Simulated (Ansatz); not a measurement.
The system is MnS.

```
Mn S
1.0
     0.00000    2.47346    2.47346
     2.47346    0.00000    2.47346
     2.47346    2.47346    0.00000
Mn S
1 1
Direct
  0.00000 0.00000 0.00000
  0.75000 0.75000 0.75000
```

The cell is a database's computed one.

Base run:

```yaml
Program: Ansatz 0.2.0
Functional: r2SCAN
Potentials_or_basis: Ansatz PAW
Cutoff: 500 eV
Density_cutoff: 2000 eV
k_mesh: 9 × 9 × 9
Occupations: fermi-dirac, width 0.05 eV
Spin: collinear spin, ferromagnetic start
Starting_moments: "[4.0, 0.0] μB"
Hubbard_terms: Mn d U = 1 eV
```

Its results: band gap on the k mesh none (metal or under the smearing width); pressure 43.8 GPa; net moment 4.19 μB per cell; site moments Mn +3.50; S +0.06 μB.

Problem. After a change of settings the same cell gave: band gap on the k mesh none (metal or under the smearing width); pressure 33.4 GPa; net moment 3.69 μB per cell; site moments Mn +3.14; S +0.03 μB. Which change was it?
A. hubbard terms from Mn d U = 1 eV to none; hubbard projectors from ortho-atomic (the default) to none
B. functional from r2SCAN to PBEsol; cutoff from 500 eV to 420 eV; density cutoff from 2000 eV to 1680 eV; hubbard terms from Mn d U = 1 eV to none; hubbard projectors from ortho-atomic (the default) to none
C. hubbard terms from Mn d U = 1 eV to Mn d U = 2 eV
D. functional from r2SCAN to LDA; cutoff from 500 eV to 420 eV; density cutoff from 2000 eV to 1680 eV; hubbard terms from Mn d U = 1 eV to none; hubbard projectors from ortho-atomic (the default) to none

Solution. A.

Caveats: the magnetic or orbital state may not be the lowest; a pressure of tens of GPa on the cell as given is suspect, and the run, the potentials or the cell itself is likely at fault; a cell with one magnetic atom can't hold antiferromagnetic order, which such compounds often take; the PAW data sets come from PBE, with cores solved anew for the run's functional, which leaves a small shift of forces and pressure; semilocal functionals often make such compounds metallic where correlation or magnetic order opens a gap, which also shifts bond lengths (some runs).

Not every run made on this cell is shown here.
